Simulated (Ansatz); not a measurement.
Name a neutral molecule of C, N and H with HOMO–LUMO gap (ωB97M-V/def2-TZVPP) between 10.90 and 11.20 eV and LUMO energy (PBE/def2-TZVPP) between -0.35 and -0.05 eV (Ansatz, PBE0-D4/def2-TZVP geometry).

`c1c[nH]cn1` (11.11 eV, -0.33 eV). Other molecules can fit too; these were computed, each in one conformer that needn't be the lowest.
